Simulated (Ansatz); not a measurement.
System: Ba (fcc type), 1 atom in the cell.

These are results of PBE, plane waves, PAW datasets (generated soft set 1) (Ansatz), not measurements.

Cutoff 420 eV; k-mesh 4×4×4 Γ-centred; Fermi–Dirac smearing of 0.15 eV; no spin polarisation; no spin–orbit coupling.

```
CELL_PARAMETERS angstrom
0.00000 3.17480 3.17480
3.17480 0.00000 3.17480
3.17480 3.17480 0.00000
ATOMIC_POSITIONS crystal
Ba 0.00000 0.00000 0.00000
```

Q: What pressure does the calculation give?

A: The pressure is 0.23 GPa, so at these settings the cell is compressed and would expand.

Q: Metal or insulator on this mesh?

A: No gap opens on the mesh: metallic.

The stress includes the program's correction for the finite plane-wave basis.

The k-mesh is coarse, so these values belong to this mesh and can lie far from the converged ones. This cubic structure is a model: it isn't the usual form of the substance at ambient conditions, and such phases are metastable or hypothetical.
